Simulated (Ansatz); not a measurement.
# InP: equation of state with exchange-only PBE

InP:

```xyz
2
Lattice="0.0000 2.9305 2.9305 2.9305 0.0000 2.9305 2.9305 2.9305 0.0000" Properties=species:S:1:pos:R:3 pbc="T T T"
In    0.0000    0.0000    0.0000
P     4.3957    4.3957    4.3957
```

```json
{
  "Program": "Ansatz 0.2.0",
  "Task": "equation of state",
  "Functional": "exchange-only PBE",
  "Potentials or basis": "Ansatz PAW",
  "Cutoff": "420 eV",
  "Density cutoff": "1680 eV",
  "k mesh": "8 × 8 × 8",
  "Occupations": "fermi-dirac, width 0.05 eV",
  "Spin": "no spin polarisation"
}
```

```yaml
Equilibrium_volume: outside the volumes run
```

Energy against volume, from the lowest point:
| volume (Å³/atom) | energy (meV/atom) |
| --- | --- |
| 23.657 | 237.50 |
| 24.160 | 182.81 |
| 24.663 | 134.98 |
| 25.167 | 93.33 |
| 25.670 | 57.29 |
| 26.173 | 26.34 |
| 26.677 | 0.00 |

All runs of the series together: 8.1 s on 2 threads of AMD EPYC 7B13 (Zen 3), on a shared host.

Caveat: the potentials were made for another functional, which shifts forces and pressure.
